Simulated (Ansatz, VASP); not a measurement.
## One calculation of SiC, two programs

File POSCAR:

```
SiC
1.0
    0.0000000000     -2.1781449855     -2.1781449855
    0.0000000000      2.1781449855     -2.1781449855
    4.3562899711      0.0000000000      0.0000000000
Si C
2 2
Direct
    0.5000000000      0.5000000000      0.5000000000
    0.0000000000      0.0000000000      0.0000000000
    0.0000000000      0.5000000000      0.2500000000
    0.5000000000      0.0000000000      0.7500000000
```

INCAR.step1

```
SYSTEM = SiC
PREC = Accurate
ENCUT = 520
ISMEAR = 0
SIGMA = 0.05
LREAL = .FALSE.
LASPH = .TRUE.
NELM = 100
NBANDS = 16
GGA = PE
ALGO = Normal
EDIFF = 1E-4
LWAVE = .TRUE.
LCHARG = .FALSE.
```

Contents of INCAR.step2:

```
SYSTEM = SiC
PREC = Accurate
ENCUT = 520
EDIFF = 1E-6
ISMEAR = 0
SIGMA = 0.05
LREAL = .FALSE.
LASPH = .TRUE.
NELM = 100
ALGO = Normal
ISIF = 2
LWAVE = .FALSE.
LCHARG = .TRUE.
METAGGA = R2SCAN
LMIXTAU = .TRUE.
LELF = .TRUE.
LVHAR = .TRUE.
NBANDS = 16
ISTART = 1
```

File KPOINTS:

```
regular mesh
0
G
  10 10 6
  0 0 0
```

Input for Ansatz:

```yaml
crystal:
  lattice:
    - [0.0, -2.1781449855, -2.1781449855]
    - [0.0, 2.1781449855, -2.1781449855]
    - [4.3562899711, 0.0, 0.0]
  atoms:
    - { symbol: Si, position: [0.5, 0.5, 0.5] }
    - { symbol: Si, position: [0.0, 0.0, 0.0] }
    - { symbol: C, position: [0.0, 0.5, 0.25] }
    - { symbol: C, position: [0.5, 0.0, 0.75] }
basis:
  ecutwfc: 500
kpoints:
  mp_grid: { grid: [10, 10, 6] }
hamiltonian:
  xc: r2scan
scf:
  occupations: { method: gaussian, width: 0.05 }
output:
  forces: true
  stress: true
  eigenvalues: true
  write_density: true
  write_potential: true
  elf: true
  volumetric_format: npy
```

Alike in both runs: task single point; functional r2SCAN; k mesh 10 × 10 × 6; occupations gaussian, width 0.05 eV; no spin polarisation.

```csv
,VASP,Ansatz
version,VASP 6.6.1,Ansatz 0.2.0
potentials or method,"VASP PAW PBE potentials, release 64 (Si, C)","scalar-relativistic, plane waves, PAW"
plane-wave cutoff (eV),520,500
valence electrons in the cell,16,16
```

|  | VASP | Ansatz | Ansatz less VASP |
| --- | --- | --- | --- |
| gap on the k mesh at the Fermi level (eV) | 1.72 | 1.71 | -0.011 |
| least direct gap on the mesh (eV) | 1.72 | 1.71 | -0.011 |
| pressure (GPa) | -0.2 | 0.0 | +0.18 |

With one functional, cell and mesh, what is left measures potentials, basis and numerics.

Caveats: the PAW data sets were made with another functional, which shifts forces and pressure a little (VASP). A k mesh can miss the band edges.
